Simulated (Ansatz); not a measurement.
# BaO (Fm-3m): a volume series of phonon spectra, part 3 of 4

Wanted: mode Grüneisen parameters of BaO and a free-energy fit over volumes.

Ansatz 0.2.0; DFT LDA, scalar-relativistic, plane waves, PAW; PAW set soft_1.

So far, highest frequency (cm⁻¹): step 5 (lattice dynamics at this volume, V/V0 1) 404.

The database entry behind the starting cell differs from later determinations by our own check (about 0.7 % short), so it need not match the best structure at ambient conditions.

**8. Single point at a scaled cell, V/V0 0.985**

Symmetry fixes every atom, so a single point at the scaled cell gives the energy and pressure of this member.

The cell differs from the one that the last finished run ended in (a 3.862 → 3.823 Å, b 3.862 → 3.823 Å, c 3.862 → 3.823 Å).

input.yaml

```yaml
crystal:
  lattice:
    - [0.0, 2.7034375231, 2.7034375231]
    - [2.7034375231, 0.0, 2.7034375231]
    - [2.7034375231, 2.7034375231, 0.0]
  atoms:
    - { symbol: Ba, position: [0.0, 0.0, 0.0] }
    - { symbol: O, position: [0.5, 0.5, 0.5] }
kpoints:
  mp_grid: { grid: [8, 8, 8] }
hamiltonian:
  xc: lda
  pseudopotentials: { kind: paw, azcp: { folder: soft_1 }, xc_functional: pbe }
scf:
  occupations: { method: fixed }
  lower_state_search: "off"
output:
  forces: true
  stress: true
  eigenvalues: true
```

Run with:

```
$ ansatz run input.yaml --threads 8 --pin off --max-ram 16384MiB --backend cpu --events-out ev --progress --plain --runs-dir out
```

Numbers of over 12 decimals in the logs are rounded to 6 here.

Log:

```text
[...]
Crystal: 2 atoms, lattice volume = 39.517 Å³
Basis set: ecut = 420 eV, 749 PW (Γ)
Bands: 12, of which v1, the nominal top of the filled ones, is band 8 counted from 1 (7 counted from 0)
Symmetry: 48 space group operations
[...]
k-points: 29 of 512
[...]
--- Band table (eV; the first three rows and the last of 29) ---
  k-point 0: bands = [... 4 lower, -0.8311, 8.5562, 8.5562, 8.5562, 12.9118, 13.8654, 13.8654, 13.8654]
  k-point 1: bands = [... 4 lower, -0.8521, 8.2168, 8.3501, 8.3501, 13.4892, 13.7033, 14.1508, 14.1508]
  k-point 2: bands = [... 4 lower, -0.9016, 7.5813, 7.9111, 7.9111, 13.4539, 14.9392, 14.9392, 15.2092]
  k-point 28: bands = [... 4 lower, -0.8861, 7.5430, 8.9675, 8.9675, 13.6135, 13.6135, 16.4637, 18.7117]
[key lines of the parts left out:]
SCF converged after 8 iterations
Free energy (F): -6337.724917 eV
Fermi energy:    9.251057 eV
P = ⅓ Tr σ = 1.3325 GPa (13.325 kbar)
```

Run time: 0.41 s. Hardware: 8 threads of Arm Neoverse V1, shared host; peak memory 0.31 GiB; 1.6 s of CPU time.

The run ends at a pressure of 1.33 GPa.

**9. Phonons, V/V0 0.985**

The same q-mesh and k-mesh are kept at every volume, so that much of their error can cancel in the differences.

input.yaml, the sections that differ from step 8:

```yaml
output:
  eigenvalues: true
phonons:
  method: dfpt
  dielectric: true
  rigid_motions: translations
  qmesh: [4, 4, 4]
  temperatures: { t_max: 1000, t_step: 50 }
  qpath:
    path:
      - [[0.0, 0.0, 0.0], [0.5, 0.0, 0.5], [0.625, 0.25, 0.625]]
      - [[0.375, 0.375, 0.75], [0.0, 0.0, 0.0], [0.5, 0.5, 0.5], [0.5, 0.25, 0.75], [0.5, 0.0, 0.5]]
    npoints: 10
# crystal, kpoints, hamiltonian, scf: as in step 8
```

Log:

```text
[...]
Crystal: 2 atoms, lattice volume = 39.517 Å³
Basis set: ecut = 420 eV, 749 PW (Γ), exchange–correlation on 54×54×54 points (8 copies of the dense FFT grid, shifted against one another)
Bands: 12, of which v1, the nominal top of the filled ones, is band 8 counted from 1 (7 counted from 0)
Symmetry: 48 space group operations
k-points: 59 of 512 (irreducible under 8 space group operations, time reversal used)
[...]
optical modes at Γ + LO–TO along q̂ = [0.0000, 1.0000, 0.0000]:
      ω (cm⁻¹)  modes    IR ((D/Å)²/amu)
         92.47      2            25.5180
        410.93      1            12.7590
  optical modes at Γ + LO–TO along q̂ = [0.0000, 0.0000, 1.0000]:
      ω (cm⁻¹)  modes    IR ((D/Å)²/amu)
         92.47      2            25.5180
        410.93      1            12.7590
--- Phonons (arbitrary-q DFPT): 8 irreducible q on the 4×4×4 mesh ---
[...]
interpolated dispersion: 63 rows × 6 modes
[...]
[key lines of the parts left out:]
SCF converged after 10 iterations
Free energy (F): -6337.724917 eV
Fermi energy:    9.251182 eV
```

Run time: 34 s. Hardware: 8 threads; peak memory 0.91 GiB.

LO-TO term included. Phonon branches along the path, in cm⁻¹:

| point | branch 1 | branch 2 | branch 3 | branch 4 | branch 5 | branch 6 |
| --- | --- | --- | --- | --- | --- | --- |
| Γ | 0 | 0 | 0 | 92 | 92 | 411 |
| halfway | 57 | 57 | 119 | 136 | 136 | 341 |
| X | 66 | 66 | 125 | 125 | 140 | 146 |
| halfway | 75 | 92 | 138 | 138 | 153 | 177 |
| U | 78 | 118 | 128 | 165 | 173 | 264 |
| jump to K | 78 | 118 | 128 | 165 | 173 | 264 |
| halfway | 53 | 71 | 123 | 163 | 195 | 383 |
| Γ | 0 | 0 | 0 | 92 | 92 | 411 |
| halfway | 49 | 49 | 113 | 177 | 177 | 404 |
| L | 64 | 64 | 164 | 228 | 228 | 396 |
| halfway | 75 | 94 | 148 | 196 | 205 | 340 |
| W | 100 | 116 | 116 | 157 | 157 | 269 |
| halfway | 88 | 91 | 134 | 143 | 156 | 210 |
| X | 66 | 66 | 125 | 125 | 140 | 146 |

The phonon branches as a text plot (rows in cm⁻¹):

```
    402 |***                     *****************
    385 |   *                   *                 **
    368 |    **                *                    *
    351 |                    **                      *
    334 |      *            *                         *
    317 |                                              *
    300 |       *          *                            *
    282 |
    265 |                 *                              ***
    248 |        *       *                                  *
    231 |                                       ****         *
    214 |         **    *   ****              **   ***
    197 |                  *    *            *        **
    180 |              *  *      *          *          **     *
    163 |           *   **********         *   ******    *****
    146 |         *******   ***   **          *      ***    *****
    128 |   *********** ****   **   *     *  *          *  ******
    111 |  * ***        *****    *       *  *           ****
     94 |**            *     **      ****  *         *** ******
     77 |   *     **  *******  ** **      *        ******     ***
     60 |  *   ***  ***      *****  *        ********           *
     43 |   ***                  ***     ****
     26 | **                        **  **
      9 |**                          ****
         Γ           X  U|K            Γ         L        W     X
```

No mode is imaginary beyond numerical noise at the solved wavevectors. The highest zone-centre mode (no LO–TO term) moved by +11.1 % for a volume change of -1.5 %.

**10. A cell at another volume, V/V0 1.03**

Symmetry fixes every atom, so a single point at the scaled cell gives the energy and pressure of this member.

input.yaml, the sections that differ from step 9:

```yaml
crystal:
  lattice:
    - [0.0, 2.7439951251, 2.7439951251]
    - [2.7439951251, 0.0, 2.7439951251]
    - [2.7439951251, 2.7439951251, 0.0]
  atoms:
    - { symbol: Ba, position: [0.0, 0.0, 0.0] }
    - { symbol: O, position: [0.5, 0.5, 0.5] }
output:
  forces: true
  stress: true
  eigenvalues: true
# kpoints, hamiltonian, scf: as in step 9
# phonons: removed
```

Log:

```text
[...]
Crystal: 2 atoms, lattice volume = 41.322 Å³
Basis set: ecut = 420 eV, 869 PW (Γ)
Bands: 12, of which v1, the nominal top of the filled ones, is band 8 counted from 1 (7 counted from 0)
Symmetry: 48 space group operations
[...]
k-points: 29 of 512
[...]
--- Band table (eV; the first three rows and the last of 29) ---
  k-point 0: bands = [... 4 lower, -1.5547, 8.0396, 8.0396, 8.0396, 12.0625, 13.2539, 13.2539, 13.2539]
  k-point 1: bands = [... 4 lower, -1.5742, 7.7087, 7.8515, 7.8515, 12.7073, 13.0235, 13.5269, 13.5269]
  k-point 2: bands = [... 4 lower, -1.6204, 7.0921, 7.4447, 7.4447, 12.8490, 14.2795, 14.2795, 14.3082]
  k-point 28: bands = [... 4 lower, -1.6155, 7.0859, 8.3439, 8.3439, 12.9978, 12.9978, 15.6115, 17.9194]
[key lines of the parts left out:]
SCF converged after 9 iterations
Free energy (F): -6337.718155 eV
Fermi energy:    8.589297 eV
P = ⅓ Tr σ = -2.3670 GPa (-23.670 kbar)
```

The job ended after 0.42 s (8 threads; peak memory 0.31 GiB).

The run ends at a pressure of -2.37 GPa.

**11. Lattice dynamics at this volume, V/V0 1.03**

Phonons at this volume give one point of F(V, T); meshes stay fixed along the series.

input.yaml, the sections that differ from step 10:

```yaml
output:
  eigenvalues: true
phonons:
  method: dfpt
  dielectric: true
  rigid_motions: translations
  qmesh: [4, 4, 4]
  temperatures: { t_max: 1000, t_step: 50 }
  qpath:
    path:
      - [[0.0, 0.0, 0.0], [0.5, 0.0, 0.5], [0.625, 0.25, 0.625]]
      - [[0.375, 0.375, 0.75], [0.0, 0.0, 0.0], [0.5, 0.5, 0.5], [0.5, 0.25, 0.75], [0.5, 0.0, 0.5]]
    npoints: 10
# crystal, kpoints, hamiltonian, scf: as in step 10
```

Log:

```text
[...]
Crystal: 2 atoms, lattice volume = 41.322 Å³
Basis set: ecut = 420 eV, 869 PW (Γ), exchange–correlation on 54×54×54 points (8 copies of the dense FFT grid, shifted against one another)
Bands: 12, of which v1, the nominal top of the filled ones, is band 8 counted from 1 (7 counted from 0)
Symmetry: 48 space group operations
k-points: 59 of 512 (irreducible under 8 space group operations, time reversal used)
[...]
optical modes at Γ + LO–TO along q̂ = [0.0000, 1.0000, 0.0000]:
      ω (cm⁻¹)  modes    IR ((D/Å)²/amu)
         61.71      2            24.6282
        391.40      1            12.3141
  optical modes at Γ + LO–TO along q̂ = [0.0000, 0.0000, 1.0000]:
      ω (cm⁻¹)  modes    IR ((D/Å)²/amu)
         61.71      2            24.6282
        391.40      1            12.3141
--- Phonons (arbitrary-q DFPT): 8 irreducible q on the 4×4×4 mesh ---
[...]
interpolated dispersion: 63 rows × 6 modes
[...]
[key lines of the parts left out:]
SCF converged after 11 iterations
Free energy (F): -6337.718155 eV
Fermi energy:    8.589410 eV
```

Wall time 33 s (8 threads); peak memory 0.92 GiB; 4 min of CPU time.

No mode is imaginary beyond numerical noise at the solved wavevectors. The highest zone-centre mode (no LO–TO term) moved by -25.9 % for a volume change of +3.0 %.

**12. Single point at a scaled cell, V/V0 0.97**

Symmetry fixes every atom, so a single point at the scaled cell gives the energy and pressure of this member.

The cell differs from the one that the last finished run ended in (a 3.881 → 3.804 Å, b 3.881 → 3.804 Å, c 3.881 → 3.804 Å).

input.yaml, the sections that differ from step 11:

```yaml
crystal:
  lattice:
    - [0.0, 2.6896442346, 2.6896442346]
    - [2.6896442346, 0.0, 2.6896442346]
    - [2.6896442346, 2.6896442346, 0.0]
  atoms:
    - { symbol: Ba, position: [0.0, 0.0, 0.0] }
    - { symbol: O, position: [0.5, 0.5, 0.5] }
output:
  forces: true
  stress: true
  eigenvalues: true
  write_density: true
  write_potential: true
  elf: true
  volumetric_format: npy
# kpoints, hamiltonian, scf: as in step 11
# phonons: removed
```

Log:

```text
[...]
Crystal: 2 atoms, lattice volume = 38.915 Å³
Basis set: ecut = 420 eV, 749 PW (Γ)
Bands: 12, of which v1, the nominal top of the filled ones, is band 8 counted from 1 (7 counted from 0)
Symmetry: 48 space group operations
[...]
k-points: 29 of 512
[...]
--- Band table (eV; the first three rows and the last of 29) ---
  k-point 0: bands = [... 4 lower, -0.5769, 8.7388, 8.7388, 8.7388, 13.2141, 14.0805, 14.0805, 14.0805]
  k-point 1: bands = [... 4 lower, -0.5985, 8.3975, 8.5274, 8.5274, 13.7277, 13.9822, 14.3703, 14.3703]
  k-point 2: bands = [... 4 lower, -0.6490, 7.7554, 8.0766, 8.0766, 13.6660, 15.1711, 15.1711, 15.5290]
  k-point 28: bands = [... 4 lower, -0.6291, 7.7057, 9.1911, 9.1911, 13.8306, 13.8306, 16.7654, 18.9880]
[key lines of the parts left out:]
SCF converged after 8 iterations
Free energy (F): -6337.717236 eV
Fermi energy:    9.488310 eV
P = ⅓ Tr σ = 2.7871 GPa (27.871 kbar)
```

Elapsed: 0.46 s, on 8 threads; peak memory 0.31 GiB; 1.9 s of CPU time.

The run ends at a pressure of 2.79 GPa.

**13. Lattice dynamics at this volume, V/V0 0.97**

The same q-mesh and k-mesh are kept at every volume, so that much of their error can cancel in the differences.

input.yaml, the sections that differ from step 12:

```yaml
output:
  eigenvalues: true
phonons:
  method: dfpt
  dielectric: true
  rigid_motions: translations
  qmesh: [4, 4, 4]
  temperatures: { t_max: 1000, t_step: 50 }
  qpath:
    path:
      - [[0.0, 0.0, 0.0], [0.5, 0.0, 0.5], [0.625, 0.25, 0.625]]
      - [[0.375, 0.375, 0.75], [0.0, 0.0, 0.0], [0.5, 0.5, 0.5], [0.5, 0.25, 0.75], [0.5, 0.0, 0.5]]
    npoints: 10
# crystal, kpoints, hamiltonian, scf: as in step 12
```

Log:

```text
[...]
Crystal: 2 atoms, lattice volume = 38.915 Å³
Basis set: ecut = 420 eV, 749 PW (Γ), exchange–correlation on 54×54×54 points (8 copies of the dense FFT grid, shifted against one another)
Bands: 12, of which v1, the nominal top of the filled ones, is band 8 counted from 1 (7 counted from 0)
Symmetry: 48 space group operations
k-points: 59 of 512 (irreducible under 8 space group operations, time reversal used)
[...]
optical modes at Γ + LO–TO along q̂ = [0.0000, 1.0000, 0.0000]:
      ω (cm⁻¹)  modes    IR ((D/Å)²/amu)
        100.99      2            25.8505
        417.75      1            12.9253
  optical modes at Γ + LO–TO along q̂ = [0.0000, 0.0000, 1.0000]:
      ω (cm⁻¹)  modes    IR ((D/Å)²/amu)
        100.99      2            25.8505
        417.75      1            12.9253
--- Phonons (arbitrary-q DFPT): 8 irreducible q on the 4×4×4 mesh ---
[...]
interpolated dispersion: 63 rows × 6 modes
[...]
[key lines of the parts left out:]
SCF converged after 10 iterations
Free energy (F): -6337.717236 eV
Fermi energy:    9.488440 eV
```

It took 32 s on 8 threads; peak memory 0.9 GiB; 3.9 min of CPU time.

LO-TO term included. Phonon branches along the path, in cm⁻¹:

```csv
point,branch 1,branch 2,branch 3,branch 4,branch 5,branch 6
Γ,0,0,0,101,101,418
halfway,56,56,123,144,144,346
X,58,58,134,134,135,148
halfway,71,90,136,146,153,183
U,78,120,128,168,179,269
jump to K,78,120,128,168,179,269
halfway,56,71,125,171,202,389
Γ,0,0,0,101,101,418
halfway,51,51,115,184,184,411
L,66,66,167,236,236,403
halfway,76,96,149,202,212,346
W,102,114,114,162,162,276
halfway,84,92,134,150,157,216
X,58,58,134,134,135,148
```

The phonon branches as a text plot (rows in cm⁻¹):

```
    409 |***                     *****************
    392 |   *                   *                 **
    374 |    **                *                    *
    357 |                    **                      *
    339 |      *            *                         *
    322 |                                              *
    305 |       *          *                            *
    287 |                                                *
    270 |                 *                               **
    252 |        *       *                                  *
    235 |                                      ******        *
    218 |               *   ****              *     ***
    200 |         **       *    *            *        **      *
    183 |              *  * **** *          *          **
    165 |           *   ****    **         *   ******    *****
    148 |    ***********    ***   **      *   *      ***     ****
    131 |  **  ** **********   **   *        *          *   *****
    113 | *  **          ****    *   *  **  *           ****
     96 |*             **    **   **  **   *         *** *****
     78 |   *          ******  **         *        ******     **
     61 |  *   ********      *****  *        *******           **
     44 |   ***                  ***     ****
     26 | **                        **  **
      9 |**                          ****
         Γ           X  U|K            Γ         L        W     X
```

No mode is imaginary beyond numerical noise at the solved wavevectors. The highest zone-centre mode (no LO–TO term) moved by +21.3 % for a volume change of -3.0 %.

**14. A cell at another volume, V/V0 1.05**

Symmetry fixes every atom, so a single point at the scaled cell gives the energy and pressure of this member.

The cell differs from the one that the last finished run ended in (a 3.804 → 3.906 Å, b 3.804 → 3.906 Å, c 3.804 → 3.906 Å).

input.yaml, the sections that differ from step 13:

```yaml
crystal:
  lattice:
    - [0.0, 2.761641881, 2.761641881]
    - [2.761641881, 0.0, 2.761641881]
    - [2.761641881, 2.761641881, 0.0]
  atoms:
    - { symbol: Ba, position: [0.0, 0.0, 0.0] }
    - { symbol: O, position: [0.5, 0.5, 0.5] }
output:
  forces: true
  stress: true
  eigenvalues: true
# kpoints, hamiltonian, scf: as in step 13
# phonons: removed
```

Log:

```text
[...]
Crystal: 2 atoms, lattice volume = 42.124 Å³
Basis set: ecut = 420 eV, 869 PW (Γ)
Bands: 12, of which v1, the nominal top of the filled ones, is band 8 counted from 1 (7 counted from 0)
Symmetry: 48 space group operations
[...]
k-points: 29 of 512
[...]
--- Band table (eV; the first three rows and the last of 29) ---
  k-point 0: bands = [... 4 lower, -1.8588, 7.8263, 7.8263, 7.8263, 11.7107, 12.9972, 12.9972, 12.9972]
  k-point 1: bands = [... 4 lower, -1.8777, 7.4980, 7.6444, 7.6444, 12.3574, 12.7642, 13.2650, 13.2650]
  k-point 2: bands = [... 4 lower, -1.9224, 6.8895, 7.2505, 7.2505, 12.5942, 13.9343, 14.0025, 14.0025]
  k-point 28: bands = [... 4 lower, -1.9211, 6.8959, 8.0875, 8.0875, 12.7396, 12.7396, 15.2563, 17.5837]
[key lines of the parts left out:]
SCF converged after 9 iterations
Free energy (F): -6337.702916 eV
Fermi energy:    8.316103 eV
P = ⅓ Tr σ = -3.7353 GPa (-37.353 kbar)
```

The job ended after 0.43 s (8 threads; peak memory 0.31 GiB).

The run ends at a pressure of -3.74 GPa.

[end of part 3 of 4]

[Logs are printed without paths, hosts, clocks, repeated set-up lines and the standing remarks that a program may print on its own settings, such as how far it seeks lower states.]

[Hosts, paths, dates, database ids (printed as entryN), source tags and the programs' standing remarks are cut or masked in the printed files.]

[A step with changed settings may run another functional than the one named; its input shows which.]

[Of the runs on displaced cells, only some may be shown.]
